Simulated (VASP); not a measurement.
# SiC: relaxed cell and band gap, by functional

SiC, F-43m (no. 216), 2 atoms in the cell.

| Functional | Volume (Å³/atom) | Change from the starting volume (fraction) | Gap, path and mesh (eV) | Time (s) |
|---|---|---|---|---|
| PBE0-1/3 | 10.18 | -0.016 | 3.51 | 322 |
| PBEsol0 | 10.17 | -0.017 | 2.87 | 278 |

## Input of the first row

INCAR.step1:
```
SYSTEM = SiC
PREC     = Accurate       ! precision mode
ENCUT    = 550            ! plane-wave cutoff, eV
EDIFF    = 1E-5           ! SCF threshold, eV
ISMEAR   = 0              ! smearing method
SIGMA    = 0.02           ! smearing width, eV
LREAL    = .False.        ! projectors in reciprocal space
LASPH    = .True.         ! aspherical terms in the spheres
GGA_COMPAT= .False.      
ALGO     = Normal         ! electronic algorithm
NELM     = 150            ! most SCF steps
ISIF     = 2              ! what is computed and relaxed
LWAVE    = .True.         ! write WAVECAR
LCHARG   = .False.        ! write CHGCAR
GGA      = PE             ! functional
KPAR     = 4             
```

INCAR.step2, as INCAR.step1 but for:
```
- EDIFF = 1E-5
- ISIF = 2
- LWAVE = .True.
+ EDIFF = 1E-7
+ ISIF = 3
+ LWAVE = .False.
+ LHFCALC = .True.
+ AEXX = 0.3333
+ PRECFOCK = Normal
+ IBRION = 2
+ EDIFFG = -0.005
+ NSW = 60
+ ISTART = 1
```

INCAR.step3, as INCAR.step2 but for:
```
- NSW = 60
- ISTART = 1
+ NSW = 40
```

INCAR.step4, as INCAR.step3 but for:
```
- ISIF = 3
- IBRION = 2
- EDIFFG = -0.005
- NSW = 40
+ ISIF = 2
+ NBANDS = 11
+ HFRCUT = -1
```

KPOINTS:
```
k-points
0
Gamma
  6 6 6
```

KPOINTS_OPT:
```
path GXWKGLUWLK,UX
3
line-mode
reciprocal
 0.0000000000  0.0000000000  0.0000000000  G
 0.5000000000  0.0000000000  0.5000000000  X

 0.5000000000  0.0000000000  0.5000000000  X
 0.5000000000  0.2500000000  0.7500000000  W

 0.5000000000  0.2500000000  0.7500000000  W
 0.3750000000  0.3750000000  0.7500000000  K

 0.3750000000  0.3750000000  0.7500000000  K
 0.0000000000  0.0000000000  0.0000000000  G

 0.0000000000  0.0000000000  0.0000000000  G
 0.5000000000  0.5000000000  0.5000000000  L

 0.5000000000  0.5000000000  0.5000000000  L
 0.6250000000  0.2500000000  0.6250000000  U

 0.6250000000  0.2500000000  0.6250000000  U
 0.5000000000  0.2500000000  0.7500000000  W

 0.5000000000  0.2500000000  0.7500000000  W
 0.5000000000  0.5000000000  0.5000000000  L

 0.5000000000  0.5000000000  0.5000000000  L
 0.3750000000  0.3750000000  0.7500000000  K

 0.6250000000  0.2500000000  0.6250000000  U
 0.5000000000  0.0000000000  0.5000000000  X
```

POSCAR.step1:
```
SiC
1.0
    0.0000000000      2.1790000000      2.1790000000
    2.1790000000      0.0000000000      2.1790000000
    2.1790000000      2.1790000000      0.0000000000
Si C
1 1
Direct
    0.0000000000      0.0000000000      0.0000000000
    0.7500000000      0.7500000000      0.7500000000
```

Commands (each step's output is kept before the next begins):
```
cat potpaw_PBE.64/Si/POTCAR potpaw_PBE.64/C/POTCAR > POTCAR
cp INCAR.step1 INCAR
cp POSCAR.step1 POSCAR
mpirun -np 4 vasp_std > vasp.out
cp INCAR.step2 INCAR
mpirun -np 4 vasp_std > vasp.out
cp CONTCAR POSCAR
rm WAVECAR CHG
cp INCAR.step3 INCAR
mpirun -np 4 vasp_std > vasp.out
cp CONTCAR POSCAR
rm WAVECAR CHG
cp INCAR.step4 INCAR
mpirun -np 4 vasp_std > vasp.out
```

Changes of the last row against the first:
```
- GGA = PE
- AEXX = 0.3333
+ GGA = PS
+ AEXX = 0.25
```

VASP 6.6.1 took 322 s on 4 cores (Intel Xeon 6975P-C (Granite Rapids)), a shared host.
